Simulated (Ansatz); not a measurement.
Theory: Ansatz 0.2.0, DFT PBE, scalar-relativistic, plane waves, PAW. All cells share a 420 eV cutoff and Γ-centred k meshes spaced at most about 0.3 Å⁻¹ (about 0.25 or finer for metals, 2π included). No spin polarisation in the final relaxations.

These are static total energies at zero pressure. All come from trial cells, and lower structures may exist.

**Question.** These unrelaxed guesses for Si₅Ge are each relaxed within their symmetry. Order them by the energy at which they end, lowest first.
A.

```xyz
6
Lattice="4.9383 0.0000 0.0000 -2.4692 4.2767 0.0000 0.0000 0.0000 4.5107" Properties=species:S:1:pos:R:3 pbc="T T T"
Si    0.8231    1.4256    0.0000
Si   -1.6461    2.8511    0.0000
Si    3.2922    0.0000    0.0000
Si    2.4692    1.4256    2.2553
Si    0.0000    2.8511    2.2553
Ge    0.0000    0.0000    2.2553
```

B.

```xyz
6
Lattice="2.8212 0.0000 0.0000 0.0000 3.9898 0.0000 0.0000 0.0000 8.4636" Properties=species:S:1:pos:R:3 pbc="T T T"
Si    0.0000    0.0000    7.0530
Si    1.4106    1.9949    0.0000
Si    0.0000    0.0000    1.4106
Si    1.4106    1.9949    2.8212
Si    1.4106    1.9949    5.6424
Ge    0.0000    0.0000    4.2318
```

C.

```xyz
6
Lattice="2.8278 0.0000 0.0000 -1.4139 2.4489 0.0000 0.0000 0.0000 13.7564" Properties=species:S:1:pos:R:3 pbc="T T T"
Si    1.4139    0.8163   11.4637
Si    1.4139    0.8163    2.2927
Si    0.0000    1.6326    9.1710
Si    0.0000    1.6326    0.0000
Si    0.0000    1.6326    4.5855
Ge    1.4139    0.8163    6.8782
```

**Answer.** B (ends in P4/mmm, 0 meV/atom), C (ends in P-6m2, 24 meV/atom), A (ends in P-62m, 43 meV/atom). Even the lowest end lies +0.48 eV/atom against the elements.

Cells relaxed within their symmetry can be saddle points. Some types were kept out of the candidates beforehand, so the set may lack a known form.
